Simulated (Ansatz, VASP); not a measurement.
# Two plane-wave programs on Ge

```
CELL_PARAMETERS angstrom
4.07599 0.00000 0.00000
-2.03799 3.52991 0.00000
0.00000 0.00000 6.72881
ATOMIC_POSITIONS crystal
Ge 0.33333 0.66667 0.93710
Ge 0.66667 0.33333 0.43710
Ge 0.33333 0.66667 0.56290
Ge 0.66667 0.33333 0.06290
```

Change from the starting cell: volume scaled by 1.06.

Alike in both runs: task single point; functional PBE; k mesh 8 × 8 × 4; occupations fermi-dirac, width 0.05 eV; no spin polarisation.

|  | VASP | Ansatz |
| --- | --- | --- |
| version | VASP 6.6.1 | Ansatz 0.2.0 |
| potentials or method | VASP PAW PBE potentials, release 64 (Ge_d) | Ansatz PAW |
| plane-wave cutoff (eV) | 520 | 420 |
| valence electrons in the cell | 56 | 56 |

Ansatz gave:

```
gap on the k mesh at the Fermi level (eV)       : 0.12
least direct gap on the mesh (eV)               : 0.20
pressure (GPa)                                  : -0.8
largest component of the traceless stress (GPa) : 0.20
rms of the force components (eV/Å)              : 0.005
```

Task: Estimate VASP's values.

Result: gap on the k mesh at the Fermi level (eV): 0.12; least direct gap on the mesh (eV): 0.20; pressure (GPa): -0.8; largest component of the traceless stress (GPa): 0.20; rms of the force components (eV/Å): 0.004.

Atom by atom the forces differ by 0.000 eV/Å (rms over components).

A k mesh can miss the band edges.
